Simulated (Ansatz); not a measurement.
BaTiO3, 10 atoms in the cell. The typed cell holds 10 atoms: a = 6.106 Å, b = 5.370 Å, c = 6.060 Å, α = 78.35°, β = 124.86°, γ = 127.36°. 

| Property | Result |
| --- | --- |
| Program | Ansatz 0.2.0 |
| Task | single point |
| Functional | PBE |
| Potentials or basis | Ansatz PAW |
| Cutoff | 420 eV (not typed: the program's choice for these potentials) |
| k mesh | 5 × 5 × 4 |
| Occupations | fermi-dirac, width 0.05 eV |
| Spin | no spin polarisation |

Potentials or basis: Ansatz PAW.

Run with:

```bash
$ ansatz run input.yaml --threads 4 --pin off --max-ram 11264MiB --backend cpu --events-out ev --progress --plain --runs-dir out
```

Hardware: 4 threads of Arm Neoverse V2, on a shared host.

How long does it take, and how much memory?

Wall time 6.5 s on 4 threads of Arm Neoverse V2, with other jobs on the host, peak memory 0.59 GiB. Counts: scf iterations 7, plane waves 2467, k points 51, bands 50.
